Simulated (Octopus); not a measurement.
MgS (Niningerite):

```xyz
2
Lattice="0.0000 2.6016 2.6016 2.6016 0.0000 2.6016 2.6016 2.6016 0.0000" Properties=species:S:1:pos:R:3 pbc="T T T"
S     2.6016    2.6016    2.6016
Mg    0.0000    0.0000    0.0000
```

Base run:

```yaml
Program: Octopus 16.4
Functional: PBE
Potentials_or_basis: pseudodojo_pbe (PseudoDojo 0.5, PBE)
Grid_spacing: 0.131 Å
k_mesh: 9 × 9 × 9
Occupations: fermi-dirac, width 0.05 eV
Spin: no spin polarisation
```

Its results: band gap on the k mesh 2.91 eV, indirect (least direct gap 3.71 eV).

Task: The run is repeated on the same cell with these changes: functional from PBE to PBEsol; potentials or basis from pseudodojo_pbe (PseudoDojo 0.5, PBE) to pseudodojo_pbesol (PseudoDojo 0.4, PBEsol). What comes out?

Result: Band gap on the k mesh 2.83 eV, indirect (least direct gap 3.59 eV).

Caveats: an odd mesh through Γ misses points on the zone boundary, where band edges often lie.

Not every run made on this cell is shown here.
